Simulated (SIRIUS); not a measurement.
**ZnO (zincite) under changes of volume**

One of the cells (11.900 Å³/atom); the others are scaled copies at fixed shape and fractional positions:

```
Zn O
1.0
     3.24931    0.00000    0.00000
    -1.62465    2.81398    0.00000
     0.00000    0.00000    5.20571
Zn O
2 2
Direct
  0.66667 0.33333 0.00000
  0.33333 0.66667 0.50000
  0.33333 0.66667 0.87901
  0.66667 0.33333 0.37901
```

| Item | Value |
| --- | --- |
| Program | SIRIUS 7.12.0 |
| Functional | PBEsol |
| Potentials or basis | PseudoDojo 0.4.1 PBEsol standard (scalar relativistic) |
| Cutoff | 1152 eV |
| Density cutoff | 4606 eV |
| k mesh | 9 × 9 × 5 |
| Occupations | fermi-dirac, width 0.05 eV |
| Spin | no spin polarisation |

| volume (Å³/atom) | energy over the lowest point (meV/atom) | pressure (GPa) | gap on the mesh (eV) | largest force (eV/Å) |
| --- | --- | --- | --- | --- |
| 11.186 | 12.59 | 7.8 | 0.86 | 0.084 |
| 11.424 | 3.75 | 4.1 | 0.83 | 0.076 |
| 11.662 | 0.00 | 0.9 | 0.79 | 0.069 |
| 11.900 | 0.80 | -2.0 | 0.76 | 0.062 |
| 12.138 | 5.67 | -4.6 | 0.73 | 0.055 |
| 12.376 | 14.18 | -6.9 | 0.70 | 0.048 |
| 12.614 | ? | ? | ? | ? |

Task: What does the run at 12.614 Å³/atom give?

Result: Energy over the lowest point 25.96 meV/atom; pressure -9.0 GPa; gap on the mesh 0.67 eV; largest force 0.042 eV/Å.

Worked out: A Birch-Murnaghan fit of order 3 (a polynomial in V^(-2/3)) to the other rows has its minimum at 11.74 Å³/atom with B0 = V·E''(V) = 146 GPa and B' = 4.5 at fixed shape and positions, which overstates the stiffness. It gives 25.95 meV/atom at 12.614 Å³/atom, against the run's 25.96, and -dE/dV = -8.9 GPa, against -9.0. A straight line through the other rows of the gap, of slope -1.6 eV per unit of ln V, extrapolates to 0.67 eV, against the run's 0.67.

Energies are extrapolated to zero smearing.

Caveats: an odd mesh through Γ misses points on the zone boundary, where band edges often lie.
